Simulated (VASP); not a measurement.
# AgBr (Fm-3m) in VASP: a series of runs, part 4 of 4

VASP 6.6.1.

### 5 Band structure, r2SCAN-EpsX

POSCAR reads:

```
AgBr
1.0
    0.0000000000      2.8701500000      2.8701500000
    2.8701500000      0.0000000000      2.8701500000
    2.8701500000      2.8701500000      0.0000000000
Ag Br
1 1
Direct
    0.0000000000      0.0000000000      0.0000000000
    0.5000000000      0.5000000000      0.5000000000
```

INCAR.step1 reads:

```
SYSTEM = AgBr
PREC = Accurate ; ENCUT = 520
EDIFF = 1E-8 ; ISMEAR = 0
SIGMA = 0.02 ; LREAL = .False.
LASPH = .True. ; NELM = 60
ALGO = Normal ; ISIF = 2
LWAVE = .False. ; LCHARG = .False.
LMAXMIX = 4 ; GGA = PE
LEPSILON = .True. ; KPAR = 4
```

KPOINTS.step1 reads:

```
Automatic mesh
0
G
  8 8 8
  0 0 0
```

INCAR.step2 reads:

```
SYSTEM = AgBr
PREC = Accurate ; ENCUT = 520
EDIFF = 1E-5 ; ISMEAR = 0
SIGMA = 0.02 ; LREAL = .False.
LASPH = .True. ; NELM = 60
ALGO = Normal ; ISIF = 2
LWAVE = .True. ; LCHARG = .False.
LMAXMIX = 4 ; NBANDS = 16
GGA = PE ; KPAR = 4
```

KPOINTS.step2 reads:

```
Automatic mesh
0
Gamma
  6 6 6
  0 0 0
```

INCAR.step3 reads:

```
SYSTEM = AgBr
PREC = Accurate ; ENCUT = 520
EDIFF = 1E-6 ; ISMEAR = 0
SIGMA = 0.02 ; LREAL = .False.
LASPH = .True. ; NELM = 60
ALGO = Normal ; ISIF = 2
LWAVE = .False. ; LCHARG = .False.
LMAXMIX = 4 ; METAGGA = R2SCAN
LHFCALC = .True. ; AEXX = 0.1638
LMIXTAU = .True. ; PRECFOCK = Fast
HFRCUT = -1 ; NBANDS = 16
ISTART = 1 ; KPAR = 4
```

KPOINTS.step3 reads:

```
Automatic mesh
0
Gamma
  6 6 6
  0 0 0
```

KPOINTS_OPT reads:

```
path GXWKGLUWLK,UX
12
line-mode
reciprocal
 0.0000000000  0.0000000000  0.0000000000  G
 0.5000000000  0.0000000000  0.5000000000  X

 0.5000000000  0.0000000000  0.5000000000  X
 0.5000000000  0.2500000000  0.7500000000  W

 0.5000000000  0.2500000000  0.7500000000  W
 0.3750000000  0.3750000000  0.7500000000  K

 0.3750000000  0.3750000000  0.7500000000  K
 0.0000000000  0.0000000000  0.0000000000  G

 0.0000000000  0.0000000000  0.0000000000  G
 0.5000000000  0.5000000000  0.5000000000  L

 0.5000000000  0.5000000000  0.5000000000  L
 0.6250000000  0.2500000000  0.6250000000  U

 0.6250000000  0.2500000000  0.6250000000  U
 0.5000000000  0.2500000000  0.7500000000  W

 0.5000000000  0.2500000000  0.7500000000  W
 0.5000000000  0.5000000000  0.5000000000  L

 0.5000000000  0.5000000000  0.5000000000  L
 0.3750000000  0.3750000000  0.7500000000  K

 0.6250000000  0.2500000000  0.6250000000  U
 0.5000000000  0.0000000000  0.5000000000  X
```

Potentials or basis: VASP PAW PBE potentials, release 64 (Ag, Br).

On the command line:

```console
$ cat potpaw_PBE.64/Ag/POTCAR potpaw_PBE.64/Br/POTCAR > POTCAR
$ cp INCAR.step1 INCAR
$ cp KPOINTS.step1 KPOINTS
$ mpirun -np 4 vasp_std > vasp.out
$ cp INCAR.step2 INCAR
$ cp KPOINTS.step2 KPOINTS
$ mpirun -np 4 vasp_std > vasp.out
$ cp INCAR.step3 INCAR
$ cp KPOINTS.step3 KPOINTS
$ mpirun -np 4 vasp_std > vasp.out
```

OUTCAR:

```text
SYSTEM = AgBr
   PREC = Accurate
   ENCUT = 520
   EDIFF = 1E-6
   ISMEAR = 0
   LREAL = .False.
   LASPH = .True.
   NELM = 60
   ISIF = 2
   METAGGA = R2SCAN
   LHFCALC = .True.
   AEXX = 0.1638
   PRECFOCK = Fast
   ISTART = 1

 ion  position               nearest neighbor table
   1  0.000  0.000  0.000-   2 2.87   2 2.87   2 2.87   2 2.87   2 2.87   2 2.87
   2  0.500  0.500  0.500-   1 2.87   1 2.87   1 2.87   1 2.87   1 2.87   1 2.87

  LATTYP: Found a face centered cubic cell.
 ALAT       =     5.7403000000

  Lattice vectors:

 A1 = (   0.0000000000,   2.8701500000,   2.8701500000)
 A2 = (   2.8701500000,   0.0000000000,   2.8701500000)
 A3 = (   2.8701500000,   2.8701500000,   0.0000000000)

Analysis of symmetry for initial positions (statically):
=====================================================================
 Subroutine PRICEL returns:
 Original cell was already a primitive cell.

 Routine SETGRP: Setting up the symmetry group for a
 face centered cubic supercell.

 Subroutine GETGRP returns: Found 48 space group operations
 (whereof 48 operations were pure point group operations)
 out of a pool of 48 trial point group operations.

The static configuration has the point symmetry O_h .

Analysis of symmetry for dynamics (positions and initial velocities):
=====================================================================
 Subroutine PRICEL returns:
 Original cell was already a primitive cell.

 Routine SETGRP: Setting up the symmetry group for a
 face centered cubic supercell.

 Subroutine GETGRP returns: Found 48 space group operations
 (whereof 48 operations were pure point group operations)
 out of a pool of 48 trial point group operations.

The dynamic configuration has the point symmetry O_h .

 Subroutine INISYM returns: Found 48 space group operations
 (whereof 48 operations are pure point group operations),
[... 111 lines left out ...]
   LORBIT       =      0    0 simple, 1 ext, 2 COOP (PROOUT), +10 PAW based schemes
   METAGGA = R2SCAN    functional components
   LHFCALC =     T    Hartree Fock is set to
   PRECFOCK=fast      Normal, Fast or Accurate (Low or Medium for compatibility)
   ENCUT4O =  -1.0   cutoff for four orbital integrals eV
   NKREDX  =     1    reduce k-point grid by
   NKREDY  =     1    reduce k-point grid by
   NKREDZ  =     1    reduce k-point grid by
   AEXX    =    0.1638 exact exchange contribution
   HFSCREEN=    0.0000 screening length (either q_TF or 0.3 A-1)
   HFSCREENC=   0.0000 screening length for correlation (either q_TF or 0.3 A-1)
   ENCUTFOCK=  -1.0 apply spherical cutoff to Coloumb kernel
   IVDW    =     0    specifies the selected vdW correction
   LEPSILON=     F    determine dielectric tensor
   LRPA    =     F    only Hartree local field effects (RPA)
 non-spin polarized calculation
 Gauss-broadening in eV      SIGMA  =   0.02
  energy-cutoff  :      520.00
  volume of cell :       47.29
 maximum number of plane-waves:      1303
  NGX = 18; NGY = 18; NGZ = 18

 number of electron      18.0000002 magnetization

 Free energy of the ion-electron system (eV)
  ---------------------------------------------------
  ext. energy  EPLUGINS =         0.00000000
  ---------------------------------------------------
  free energy    TOTEN  =       -31.71793778 eV

  energy without entropy =      -31.71793778  energy(sigma->0) =      -31.71793778

 E-fermi :   2.7253     XC(G=0):  -8.8740

 val. band max:        2.5351225145   @ k =   0.5000   0.0000   0.0000
 cond. band min:       4.9602807685   @ k =   0.0000   0.0000   0.0000
 fundamental gap:      2.4251582540
 Fermi energy:         2.7252626370

 k-point     1 :       0.0000    0.0000    0.0000
  band No.  band energies     occupation
      1     -13.6543      2.00000
      2      -0.6351      2.00000
      3      -0.6351      2.00000
      4      -0.6184      2.00000
      5      -0.6184      2.00000
      6      -0.6184      2.00000
[... 281 lines left out ...]
      3      -1.7508      2.00000
      4      -1.3663      2.00000
      5      -0.2145      2.00000
      6      -0.1943      2.00000
[... 8 lines left out ...]
     15      18.3908      0.00000
     16      19.4829      0.00000

------------------------ aborting loop because EDIFF is reached ----------------------------------------

  FORCE on cell =-STRESS in cart. coord.  units (eV):
  Direction    XX          YY          ZZ          XY          YZ          ZX
  --------------------------------------------------------------------------------------
  -------------------------------------------------------------------------------------
  Total        0.3589406      0.3589406      0.3589406      0.0000000      0.0000000     -0.0000000
  in kB       12.1615635     12.1615635     12.1615635      0.0000000      0.0000000     -0.0000000
  external PRESSURE =      12.1615635 kB  Pullay stress =       0.0000000 kB

 VOLUME and BASIS-vectors are now :
 -----------------------------------------------------------------------------
  energy-cutoff  :      520.00
  volume of cell :       47.29
      direct lattice vectors                 reciprocal lattice vectors
     0.000000000  2.870150000  2.870150000    -0.174206923  0.174206923  0.174206923
     2.870150000  0.000000000  2.870150000     0.174206923 -0.174206923  0.174206923
     2.870150000  2.870150000  0.000000000     0.174206923  0.174206923 -0.174206923

 POSITION                                       TOTAL-FORCE (eV/Angst)
 -----------------------------------------------------------------------------------
      0.00000      0.00000      0.00000        -0.000000      0.000000     -0.000000
      2.87015      2.87015      2.87015         0.000000     -0.000000      0.000000
 -----------------------------------------------------------------------------------
    total drift:                               -0.000000     -0.000000     -0.000000

  FREE ENERGIE OF THE ION-ELECTRON SYSTEM (eV)
  ---------------------------------------------------
  free  energy   TOTEN  =       -31.7179377837 eV

  energy  without entropy=      -31.7179377837  energy(sigma->0) =      -31.71793778
```

OUTCAR.step1:

```text
SYSTEM = AgBr
   PREC = Accurate
   ENCUT = 520
   EDIFF = 1E-8
   ISMEAR = 0
   LREAL = .False.
   LASPH = .True.
   NELM = 60
   ISIF = 2
   GGA = PE
[... 668 lines left out ...]
  x     0.00000     0.00000     0.00000     0.00000     0.00000     0.00000
  y     0.00000     0.00000     0.00000     0.00000     0.00000     0.00000
  z     0.00000     0.00000     0.00000     0.00000     0.00000     0.00000

 BORN EFFECTIVE CHARGES (including local field effects) (in |e|, cummulative output)
 ---------------------------------------------------------------------------------
 ion    1
    1     1.51529     0.00000     0.00000
    2    -0.00000     1.51529     0.00000
    3     0.00000     0.00000     1.51529
 ion    2
    1    -1.51529    -0.00000     0.00000
    2     0.00000    -1.51529     0.00000
    3     0.00000     0.00000    -1.51529
```

Wall time 28 min (4 MPI ranks of Intel Xeon Platinum 8488C (Sapphire Rapids), shared host); peak memory 0.28 GiB.

Results:

| Quantity | Value |
| --- | --- |
| Free energy | -31.7179 eV |
| Pressure | 1.2 GPa |
| Band gap on the k mesh | 2.43 eV, indirect (least direct gap 4.36 eV) |
| Band gap along the path | 2.43 eV, indirect (least direct gap 4.36 eV) |

Levels at the corners of the path, in eV from the valence-band top:
```
point  band 5  band 6  band 7  band 8  band 9  band 10  band 11  band 12  band 13  band 14
    Γ   -3.15   -3.15   -1.93   -1.93   -1.93     2.43    11.72    11.72    11.72    12.82
    X   -2.90   -2.90   -2.75   -2.75   -2.63     3.43     8.59    11.08    13.35    13.35
    X   -2.90   -2.90   -2.75   -2.75   -2.63     3.43     8.59    11.08    13.35    13.35
    W   -2.75   -2.73   -2.55   -2.55   -1.56     5.62     9.16     9.42     9.42    15.07
    W   -2.75   -2.73   -2.55   -2.55   -1.56     5.62     9.16     9.42     9.42    15.07
    K   -2.98   -2.80   -2.52   -2.22   -1.29     4.80     8.55    10.11    11.29    12.81
    K   -2.98   -2.80   -2.52   -2.22   -1.29     4.80     8.55    10.11    11.29    12.81
    Γ   -3.15   -3.15   -1.93   -1.93   -1.93     2.43    11.72    11.72    11.72    12.82
    Γ   -3.15   -3.15   -1.93   -1.93   -1.93     2.43    11.72    11.72    11.72    12.82
    L   -2.85   -2.85   -2.41    0.00    0.00     5.38     8.66     8.66     8.77    14.12
    L   -2.85   -2.85   -2.41    0.00    0.00     5.38     8.66     8.66     8.77    14.12
    U   -2.98   -2.80   -2.52   -2.22   -1.29     4.80     8.55    10.11    11.29    12.81
    U   -2.98   -2.80   -2.52   -2.22   -1.29     4.80     8.55    10.11    11.29    12.81
    W   -2.75   -2.73   -2.55   -2.55   -1.56     5.62     9.16     9.42     9.42    15.07
    W   -2.75   -2.73   -2.55   -2.55   -1.56     5.62     9.16     9.42     9.42    15.07
    L   -2.85   -2.85   -2.41    0.00    0.00     5.38     8.66     8.66     8.77    14.12
    L   -2.85   -2.85   -2.41    0.00    0.00     5.38     8.66     8.66     8.77    14.12
    K   -2.98   -2.80   -2.52   -2.22   -1.29     4.80     8.55    10.11    11.29    12.81
    U   -2.98   -2.80   -2.52   -2.22   -1.29     4.80     8.55    10.11    11.29    12.81
    X   -2.90   -2.90   -2.75   -2.75   -2.63     3.43     8.59    11.08    13.35    13.35
```

Caveat: the PAW data sets were made with another functional, which shifts forces and pressure a little.

### 6 For comparison

An earlier run on the cell as given: functional PBE; potentials or basis VASP PAW PBE potentials, release 64 (Ag, Br); cutoff 520 eV; k mesh 8 × 8 × 8; occupations fermi-dirac, width 0.05 eV; no spin polarisation.

- Pressure: 2.3 GPa
- Band gap on the k mesh: 0.67 eV, indirect (least direct gap 2.61 eV)

### 7 The runs side by side

```csv
task,level,k mesh,smearing,ladder,grid for exact exchange (PRECFOCK),screening parameter,exchange at q = 0,share of exact exchange,gap on the mesh (eV),pressure (GPa)
band structure,HSE06,6 × 6 × 6,gaussian 0.02 eV,gaps,Fast,0.2 1/A,-,-,2.02,1.9
band structure,HSE03,6 × 6 × 6,gaussian 0.02 eV,gaps,Fast,-,-,-,1.80,2.0
band structure,PBE0,6 × 6 × 6,gaussian 0.02 eV,gaps,Fast,-,truncated,-,2.67,1.8
band structure,r2SCAN-EpsX,6 × 6 × 6,gaussian 0.02 eV,gaps,Fast,-,truncated,0.1638,2.43,1.2
single point,PBE,8 × 8 × 8,fermi-dirac 0.05 eV,-,-,-,-,-,0.67,2.3
```

Alike in all rows: potentials or basis VASP PAW PBE potentials, release 64 (Ag, Br); no spin polarisation; cell as given; cutoff (eV) 520.

On the cell as given the gap runs from 0.67 eV (PBE) to 2.67 eV (PBE0); the meshes differ, which moves gaps too. The pressure there spans 1.2 GPa (r2SCAN-EpsX) to 2.3 GPa (PBE); a positive pressure means that this level wants a larger cell, a negative one a smaller.

Caveats: the PAW data sets were made with another functional, which shifts forces and pressure a little (some runs).

Absolute energies hang on the potentials; compare differences alone.
